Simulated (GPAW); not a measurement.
Fe:

```xyz
1
Lattice="-1.4430 1.4430 1.4430 1.4430 -1.4430 1.4430 1.4430 1.4430 -1.4430" Properties=species:S:1:pos:R:3 pbc="T T T"
Fe    0.0000    0.0000    0.0000
```

Base run:

| Property | Result |
| --- | --- |
| Program | GPAW 26.7.0 |
| Functional | PBEsol |
| Potentials or basis | PAW data sets generated in the run's folder for this functional |
| Cutoff | 600 eV |
| Basis | pw |
| k mesh | 13 × 13 × 13 |
| Occupations | fermi-dirac, width 0.05 eV |
| Spin | collinear spin, ferromagnetic start |
| Starting moments | [3.0] μB |

Its results: pressure -16.0 GPa; net moment 2.26 μB per cell; site moments Fe +2.29 μB.

Problem. The run is repeated on the same cell with these changes: hubbard terms from none to Fe d U = 6 eV. What comes out?

Solution. Pressure 18.9 GPa; net moment 3.10 μB per cell; site moments Fe +3.32 μB.

Caveats: the U is typed as a test and isn't derived for this compound (some runs).
